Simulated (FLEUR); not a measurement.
The system is AlN.

```
CELL_PARAMETERS angstrom
3.11300 0.00000 0.00000
-1.55650 2.69594 0.00000
0.00000 0.00000 4.98100
ATOMIC_POSITIONS crystal
Al 0.66667 0.33333 0.50000
Al 0.33333 0.66667 0.00000
N 0.66667 0.33333 0.88000
N 0.33333 0.66667 0.38000
```

Base run:

- Program: FLEUR MaX-R8.1 (later development tree)
- Functional: PBEsol
- Potentials or basis: all-electron
- Basis: FLAPW
- Kmax: 5.54 1/bohr
- k mesh: 10 × 10 × 6
- Occupations: fermi-dirac, width 0.05 eV
- Spin: no spin polarisation

Its results: band gap on the k mesh 4.14 eV, direct.

Problem. The run is repeated on the same cell with these changes: functional from PBEsol to LDA. What comes out?

Solution. Band gap on the k mesh 4.24 eV, direct.

Not every run made on this cell is shown here.
